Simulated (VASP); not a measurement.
# Settings for PbTe: energy along a vibration (SMASS = -2)

PbTe, Pm-3m (no. 221), atoms displaced along the mode, 2 atoms in the cell. PBEsol, energy along a line of displacements; PAW potentials Pb, Te (PBE set). VASP 6.6.1.

Wanted: harmonic frequency within 1 %.

Space group without the displacement: Pm-3m (no. 221); Mode: optical mode at Gamma along [111].

POSCAR:
```
TePb
1.0
    4.0022870000      0.0000000000      0.0000000000
    0.0000000000      4.0022870000      0.0000000000
    0.0000000000      0.0000000000      4.0022870000
Pb Te
1 1
Direct
   -0.0043983153     -0.0043983153     -0.0043983153
    0.5071420919      0.5071420919      0.5071420919

    0.0044008300   0.0044008300   0.0044008300
   -0.0071461754  -0.0071461754  -0.0071461754
```

The series start from k mesh: 4 × 4 × 4; Cutoff (eV): 260; Step along the mode (Å): 0.02; Precision and projection: Accurate, reciprocal space. Each series keeps the choices made before it, and each single choice may use up half of a tolerance.

## k mesh

| k mesh | Harmonic frequency (THz) | Time (s) |
|---|---|---|
| 2 × 2 × 2 | -5.002 | 17 |
| 3 × 3 × 3 | -1.636 | 18 |
| 4 × 4 × 4 | -2.37 | 39 |
| 5 × 5 × 5 | -1.004 | 37 |
| 6 × 6 × 6 (reference) | -1.982 | 59 |

Chosen: 6 × 6 × 6; the next looser run is off by more than half of the tolerance, so convergence isn't shown beyond this value.

## Cutoff (eV)

| Cutoff (eV) | Harmonic frequency (THz) | Time (s) |
|---|---|---|
| 140 | -1.974 | 21 |
| 170 | -1.975 | 28 |
| 200 | -1.98 | 31 |
| 230 | -1.972 | 40 |
| 260 | -1.982 | 59 |
| 300 (reference) | -1.982 | 56 |

Chosen: 140, the loosest value from which every tighter one stays within half of the tolerance.

## Precision and projection

| Precision and projection | Harmonic frequency (THz) | Time (s) |
|---|---|---|
| Accurate, reciprocal space | -1.974 | 21 |
| Normal, reciprocal space | -1.988 | 14 |
| Normal, Auto | -1.976 | 18 |

Chosen: Accurate, reciprocal space; no other choice that stays within half of the tolerance saves 30 % of the time.

## All choices together

| Input | Harmonic frequency (THz) | Time (s) |
|---|---|---|
| defaults on a coarse mesh (naive) | -1.628 | 3.0 |
| chosen settings | -1.974 | 21 |
| reference settings throughout | -1.989 | 52 |

The chosen settings stay within the tolerance of the reference run, but the reference itself isn't shown to be converged in: k mesh.

## The input

INCAR:
```
SYSTEM = TePb
  ALGO = Normal
  EDIFF = 1E-7
  ENCUT = 140
  GGA = PS
  IBRION = 0
  ISMEAR = 0
  ISYM = 0
  IWAVPR = 11
  KPAR = 2
  LASPH = .TRUE.
  LCHARG = .FALSE.
  LREAL = .FALSE.
  LWAVE = .FALSE.
  NELMIN = 4
  NSW = 9
  POTIM = 1
  PREC = Accurate
  SIGMA = 0.03
  SMASS = -2
```

KPOINTS:
```
Automatic mesh
0
Gamma
  6 6 6
  0 0 0
```

Commands:
```
cat potpaw_PBE.64/Pb/POTCAR potpaw_PBE.64/Te/POTCAR > POTCAR
mpirun -np 2 vasp_std > vasp.out
```

The chosen input took VASP 6.6.1 21 s on 2 cores (AMD EPYC 7R43 (Zen 3)), a shared host.
